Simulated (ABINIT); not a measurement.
# A GW chain in ABINIT: CdS (Greenockite), part 3 of 3

Wanted: ground state, empty states, screening and self-energy for CdS (Greenockite).

ABINIT 10.8.3; PBE and many-body steps on it, plane waves. Known limits of the many-body steps: not at the basis limit; no spin-orbit coupling; coarse k mesh.

So far. Step 4 (Empty states on the mesh, 3×3×2 mesh, 91 bands): On this mesh the gap is 1.175 eV. Step 5 (Screening, 3×3×2 mesh, 83 bands, screening to 87.1 eV): Local fields lower ε∞ by 5 %. On a Γ-centred mesh this coarse the value itself is usually too large, while a short band sum pulls it down.

The database entry behind the starting cell differs from later determinations by our own check (about 0.35 % long), so it need not match the best structure at ambient conditions.

## Step 6: Self-energy, 3×3×2 mesh, 83 bands, screening to 87.1 eV

The self-energy is evaluated for the states that the input lists, and the levels follow from it, in one-shot runs by the linearised quasiparticle equation.

This step: G0W0 on PBE, plane waves, norm-conserving pseudopotentials.

File run.abi:

```
acell 3*1.0 Angstrom
rprim 
  4.149999999997 0.000000000001 0.000000000000
  -2.074999999999 3.594005425702 0.000000000000
  0.000000000000 0.000000000000 6.737000000000
ntypat 2
znucl 48 16
natom 4
typat 1 1 2 2
xred 
  0.333333333333 0.666666666667 0.000000000000
  0.666666666667 0.333333333333 0.500000000000
  0.333333333333 0.666666666667 0.375000000000
  0.666666666667 0.333333333333 0.875000000000
pp_dirpath "pseudos"
pseudos "Cd.upf, S.upf"
ecut 47
ngkpt 3 3 2
nshiftk 1
shiftk 0 0 0
kptopt 1
chksymbreak 0
istwfk *1
occopt 1
irdwfk 1
optdriver 4
nband 83
gwcalctyp 0
ecutsigx 47
symsigma 1
nkptgw 1
kptgw 
  0.0000000000 0.0000000000 0.0000000000
bdgw 
  25 28
ecuteps 3.2
irdscr 1
ppmodel 1
indata_prefix "in"
outdata_prefix "out"
tmpdata_prefix "tmp"
```

Launch:

```sh
> OMP_NUM_THREADS=1 mpirun -n 8 abinit run.abi > log
```

Numbers of over 12 decimals in the logs are rounded to 6 here.

The program printed:

```text
.Version 10.8.3 of ABINIT. v10.8.2 released Aug 2026.

 Symmetries : space group P6_3 m c (#186); Bravais hP (primitive hexag.)
[... echo of the input left out ...]
== DATASET  1 ==================================================================
-   mpi_nproc: 8, omp_nthreads: 1 (-1 if OMP is not activated)

--- !DatasetInfo
iteration_state: {dtset: 1, }
dimensions: {natom: 4, nkpt: 6, mband: 83, nsppol: 1, nspinor: 1, nspden: 1, mpw: 10458, }
cutoff_energies: {ecut:  47.0, pawecutdg:  -1.0, }
electrons: {nelect:   5.20000000E+01, charge:   0.00000000E+00, occopt:   1.00000000E+00, tsmear:   1.00000000E-02, }

 SIGMA: Calculation of the GW corrections

 Based on a program developped by R.W. Godby, V. Olevano, G. Onida, and L. Reining.
 Incorporated in ABINIT by V. Olevano, G.-M. Rignanese, and M. Torrent.
.Using double precision arithmetic ; gwpc =  8

[... cell and pseudopotentials left out ...]
--------------------------------------------------------------------------------

 ==== K-mesh for the wavefunctions ====
 Number of points in the irreducible wedge :     6
[... list of points left out ...]
 Together with 12 symmetry operations and time-reversal symmetry
 yields    18 points in the full Brillouin Zone.

 ==== Q-mesh for screening function ====
 Number of points in the irreducible wedge :     6
[... list of points left out ...]
 Together with 12 symmetry operations and time-reversal symmetry
 yields    18 points in the full Brillouin Zone.

 vcoul_init : cutoff-mode = AUXILIARY_FUNCTION
 q-points for optical limit:   1
     1)      0.000010    0.000020    0.000030
 setmesh: FFT mesh size selected  =    45x   45x   80
          total number of points  =       162000

 Number of electrons calculated from density =   52.0000; Expected =   52.0000
 average of density, n =  0.076686
 r_s =    1.4602
 omega_plasma =   26.7124 [eV]

 === KS Band Gaps ===
  >>>> For spin  1
   Minimum direct gap =   1.1750 [eV], located at k-point      :   0.0000  0.0000  0.0000
   Fundamental gap    =   1.1750 [eV], Top of valence bands at :   0.0000  0.0000  0.0000
                                       Bottom of conduction at :   0.0000  0.0000  0.0000
 SIGMA fundamental parameters:
 PLASMON POLE MODEL  1
 number of plane-waves for SigmaX                10383
 number of plane-waves for SigmaC and W            185
 number of plane-waves for wavefunctions         10383
 number of bands                                    83
 number of independent spin polarizations            1
 number of spinorial components                      1
 number of k-points in IBZ                           6
 number of q-points in IBZ                           6
 number of symmetry operations                      12
 number of k-points in BZ                           18
 number of q-points in BZ                           18
 number of frequencies for dSigma/dE                 9
 frequency step for dSigma/dE [eV]                0.25
 number of omega for Sigma on real axis              0
 max omega for Sigma on real axis  [eV]           0.00
 zcut for avoiding poles [eV]                     0.10

 EPSILON^-1 parameters (SCR file):
 dimension of the eps^-1 matrix on file            185
 dimension of the eps^-1 matrix used               185
 number of plane-waves for wavefunctions         10383
 number of bands                                    83
 number of q-points in IBZ                           6
 number of frequencies                               2
 number of real frequencies                          1
 number of imag frequencies                          1

 matrix elements of self-energy operator (all in [eV])

 Perturbative Calculation

--- !SelfEnergy_ee
iteration_state: {dtset: 1, }
kpoint     : [   0.000,    0.000,    0.000, ]
spin       : 1
KS_gap     :    1.175
QP_gap     :    2.040
Delta_QP_KS:    0.865
data: !SigmaeeData |
     Band     E0 <VxcDFT>   SigX SigC(E0)      Z dSigC/dE  Sig(E)    E-E0       E
       25   4.259 -15.271 -18.229   2.738   0.782  -0.278 -15.443  -0.172   4.087
       26   4.259 -15.271 -18.229   2.738   0.782  -0.278 -15.443  -0.172   4.087
       27   5.434 -10.670  -6.577  -3.241   0.813  -0.230  -9.977   0.693   6.127
       28   7.023 -11.014  -6.546  -3.422   0.814  -0.228 -10.162   0.852   7.874

== END DATASET(S) ==============================================================
================================================================================

 -outvars: echo values of variables after computation  --------
           etotal      0.0000000000E+00
            nband          83
             nkpt           6
          spgroup         186
 [... the other variables as echoed above ...]

 Calculation completed.
```

Elapsed: 4.1 s, on 8 MPI ranks of Arm Neoverse V1, shared host; peak memory 1.5 GiB; 32 s of CPU time.

This step gave:

```yaml
g0w0_gap_on_the_points_computed: 2.04 eV
starting_gap_on_the_mesh: 1.175 eV
k_of_the_valence_top: 0, 0, 0
k_of_the_conduction_bottom: 0, 0, 0
z_at_the_valence_top: 0.782
z_at_the_conduction_bottom: 0.813
least_direct_g0w0_gap_on_the_computed_points: 2.04 eV
```

The gap on the mesh goes from 1.18 eV to 2.04 eV, a correction of +0.86 eV.

Limits: finite bands, cutoff and mesh; no spin-orbit coupling; coarse k mesh. v1 is the top filled band, c1 the lowest empty one. Levels before and after the correction, in eV, zero at the valence-band top of each column:

|  | conduction bottom | valence top |
| --- | --- | --- |
| Kohn-Sham | 1.18 | 0.00 |
| G0W0 | 2.04 | 0.00 |

|  | level | energy (eV) |
| --- | --- | --- |
| Kohn-Sham | Γ v2-v1 | 0.000 |
| Kohn-Sham | Γ c1 | 1.175 |
| Kohn-Sham | Γ c2 | 2.764 |
| G0W0 | Γ v2-v1 | 0.000 |
| G0W0 | Γ c1 | 2.040 |
| G0W0 | Γ c2 | 3.787 |

## Step 7: Where the time went

Times are wall times on the hardware named with each run, good to a factor of about two.

| step | time | share | memory (GiB) |
| --- | --- | --- | --- |
| ground state | 37 s | 24 % | 0.86 |
| bands along the symmetry lines | 53 s | 34 % | 0.82 |
| empty states on the mesh | 42 s | 27 % | 0.6 |
| screening | 19 s | 12 % | 1.9 |
| self-energy | 4.1 s | 3 % | 1.5 |

## Step 8: What came out

| Item | Value |
| --- | --- |
| PBE gap | 1.18 eV, direct |
| G0W0 gap on the mesh | 2.04 eV |
| GW settings | 3×3×2 mesh, 83 bands, screening to 87.1 eV, Godby-Needs plasmon pole |
| known limits | not at the basis limit; no spin-orbit coupling; coarse k mesh |

**Reading.** G0W0 moves the gap on the mesh from 1.18 eV to 2.04 eV (+0.86 eV), with Z of 0.78 and 0.81 at the edges. Local fields lower the RPA ε∞ on this mesh from 14.66 to 13.87; a Γ-centred mesh this coarse tends to raise both, most where the direct gap is narrow, while a short band sum lowers them. Only 1 of the mesh's irreducible points was corrected, so a valley elsewhere could overtake. Bands and cutoff are finite, so the gap is not at the basis limit. The miss can reach some tenths of an eV and take either sign; the mesh is an error of its own. In the G0W0 run levels were corrected at 1 k point alone, so a gap called «on the mesh» is the least over those, and an edge elsewhere would be missed. The 3×3×2 mesh is coarse for this cell, which bears on the long-range parts of exchange and screening. The many-body steps are scalar-relativistic: spin-orbit coupling is not in them.

[Paths, hosts, dates, memory and timing lines, banners, echoed tables and standing remarks are left out of the program output.]

[Logs are printed without paths, hosts, clocks, repeated set-up lines and the standing remarks that a program may print on its own settings, such as how far it seeks lower states.]

[Runs of the session that timed out or met a known fault of the program may be left out.]

[Hosts, paths, dates, database ids (printed as entryN), source tags and the programs' standing remarks are cut or masked in the printed files.]

[G0W0 gaps are taken among the corrected bands and points alone; a level outside them can change the order at an edge.]

[Where Ansatz stands beside ABINIT at settings called matched, ABINIT's density can come from a denser mesh and the files from another edition; pairs whose starting gaps differed by over 0.03 eV were left out, so agreement reads better than it is.]
